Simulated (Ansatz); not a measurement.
Born–Oppenheimer molecular dynamics of a periodic cell of 12 atoms, TaN (start crystal TaN, start structure P-62m, volume 1.15 times the crystal's). It starts from an unrelaxed structure (largest force component 0.39 eV/Å).

These are results of DFT PBE, scalar-relativistic, plane waves, PAW (Ansatz 0.2.0), not measurements. Settings: accuracy low, PAW set soft_1, cutoff 420 eV, k mesh 2x2x2, fermi-dirac smearing 0.17 eV, no spin polarisation.

```yaml
ensemble: NVT, Langevin thermostat
time_step: 1 fs
steps_asked: 200
set_temperature: 2000 K
friction: 0.02 /fs
seed: 426239
```

First frame:

```xyz
12
Lattice="5.4569 0.0000 0.0000 -2.7284 4.7258 0.0000 0.0000 0.0000 6.1075" Properties=species:S:1:pos:R:3
Ta 0.000 0.000 0.000
Ta 0.000 3.151 1.527
Ta 2.728 1.575 1.527
N 2.141 0.000 0.000
N 1.658 2.871 0.000
N -1.071 1.854 0.000
Ta 0.000 0.000 3.054
Ta 0.000 3.151 4.581
Ta 2.728 1.575 4.581
N 2.141 0.000 3.054
N 1.658 2.871 3.054
N -1.071 1.854 3.054
```

What does the run give?

The run went to its last step.

```yaml
steps_done: 200
time_covered: 200 fs
mean_temperature_over_the_second_half: 1598 K
spread_of_the_potential_energy_over_the_second_half: 44.9 meV per atom
mean_potential_energy_of_the_second_half_above_the_start: 212.3 meV per atom
```

The mean temperature of the second half is 20 % below the set value. A run of 0.2 ps of so small a system gives no equilibrium averages. Limits of this set-up: coarse k mesh, low accuracy level.

What happens to the structure?

Mean squared displacements from the first frame to the last, about the centre of mass: Ta 0.06 Å², N 0.08 Å². Another seed would give other details.

How do temperature and energy run in time?


```tsv
time (fs)	T (K)	potential energy less start (eV)
0	1833	0.000
10	1431	1.190
20	1317	1.577
30	1848	1.476
40	1701	1.753
50	1315	2.246
60	1140	2.305
70	1172	2.535
80	1206	2.328
90	1349	1.871
100	1105	1.947
110	1330	2.393
120	894	2.951
130	1539	2.845
140	2162	1.715
150	1994	1.754
160	1424	2.839
170	1323	2.777
180	2195	2.215
190	1768	3.220
200	1661	3.496
```

Run time: 12 min on 1 thread of Arm Neoverse V1, on a shared host, peak memory 0.56 GiB.
